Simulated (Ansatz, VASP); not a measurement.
## One calculation of GaP, two programs

The input INCAR:

```
PREC     = Accurate       # precision mode
ENCUT    = 520            # plane-wave cutoff, eV
EDIFF    = 1E-6           # SCF threshold, eV
ISMEAR   = -1             # smearing method
SIGMA    = 0.1            # smearing width, eV
LREAL    = F              # projectors in reciprocal space
LASPH    = T              # aspherical terms in the spheres
NELM     = 80             # most SCF steps
ALGO     = Normal         # electronic algorithm
ISIF     = 2              # what is computed and relaxed
LWAVE    = F              # write WAVECAR
LCHARG   = T              # write CHGCAR
GGA      = PE             # functional
LELF     = T              # ELF
LVHAR    = T            
NBANDS   = 16             # bands
```

The input KPOINTS:

```
regular mesh
0
Gamma
  12 12 12
```

The input POSCAR:

```
GaP
1.0
    0.0000000000      2.4674653049      2.4674653049
    2.4674653049      0.0000000000      2.4674653049
    2.4674653049      2.4674653049      0.0000000000
Ga P
1 1
Direct
    0.0000000000      0.0000000000      0.0000000000
    0.2500000000      0.2500000000      0.2500000000
```

Input for Ansatz:

```yaml
crystal:
  lattice:
    - [0.0, 2.4674653049, 2.4674653049]
    - [2.4674653049, 0.0, 2.4674653049]
    - [2.4674653049, 2.4674653049, 0.0]
  atoms:
    - { symbol: Ga, position: [0.0, 0.0, 0.0] }
    - { symbol: P, position: [0.25, 0.25, 0.25] }
kpoints:
  mp_grid: { grid: [12, 12, 12] }
scf:
  occupations: { method: fermi_dirac, width: 0.1 }
hamiltonian:
  xc: pbe
  pseudopotentials: { kind: paw }
output:
  forces: true
  stress: true
  eigenvalues: true
  populations: true
```

Change from the starting cell: volume scaled by 0.72, PAW files.

Alike in both runs: task single point; functional PBE; k mesh 12 × 12 × 12; occupations fermi-dirac, width 0.1 eV; no spin polarisation.

```csv
,VASP,Ansatz
version,VASP 6.6.1,Ansatz 0.2.0
potentials or method,"VASP PAW PBE potentials, release 64 (Ga_d, P)","PAW with Ansatz's default frozen-core files, scalar-relativistic"
plane-wave cutoff (eV),520,420
valence electrons in the cell,18,18
```

```tsv
	VASP	Ansatz	Ansatz less VASP
pressure (GPa)	51.2	51.7	+0.51
```

Caveats: so large a pressure means that the cell lies far from this level's equilibrium, or that cutoff or potentials fall short (VASP). A k mesh can miss the band edges.
